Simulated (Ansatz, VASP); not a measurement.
## Ga: VASP beside Ansatz

INCAR

```
SYSTEM = Ga
PREC = Accurate
ENCUT = 520
EDIFF = 1E-6
ISMEAR = 0
SIGMA = 0.1
LREAL = .FALSE.
LASPH = .TRUE.
NELM = 100
ALGO = Fast
ISIF = 2
LWAVE = .FALSE.
LCHARG = .FALSE.
GGA = CA
NBANDS = 12
```

File KPOINTS:

```
Automatic mesh
0
G
  20 20 20
  0 0 0
```

File POSCAR:

```
Ga
1.0
   -1.3950284400      1.3950284400      2.2816266900
    1.3950284400     -1.3950284400      2.2816266900
    1.3950284400      1.3950284400     -2.2816266900
Ga
1
Direct
    0.0000000000      0.0000000000      0.0000000000
```

Input for Ansatz:

```yaml
crystal:
  lattice:
    - [-1.39502844, 1.39502844, 2.28162669]
    - [1.39502844, -1.39502844, 2.28162669]
    - [1.39502844, 1.39502844, -2.28162669]
  atoms:
    - { symbol: Ga, position: [0.0, 0.0, 0.0] }
basis:
  ecutwfc: 420
kpoints:
  mp_grid: { grid: [20, 20, 20] }
hamiltonian:
  xc: lda
scf:
  occupations: { method: gaussian, width: 0.1 }
output:
  forces: true
  stress: true
  eigenvalues: true
```

Alike in both runs: task single point; functional LDA; k mesh 20 × 20 × 20; occupations gaussian, width 0.1 eV; no spin polarisation.

|  | VASP | Ansatz |
| --- | --- | --- |
| version | VASP 6.6.1 | Ansatz 0.2.0 |
| potentials or method | VASP PAW LDA potentials, release 64 (Ga_d) | scalar-relativistic, plane waves, PAW |
| plane-wave cutoff (eV) | 520 | 420 |
| valence electrons in the cell | 13 | 13 |

|  | VASP | Ansatz | Ansatz less VASP |
| --- | --- | --- | --- |
| gap on the k mesh at the Fermi level (eV) | none | none | - |
| pressure (GPa) | -1.9 | -2.1 | -0.16 |

A gap of «none» marks a metal or a gap that the smearing closes.
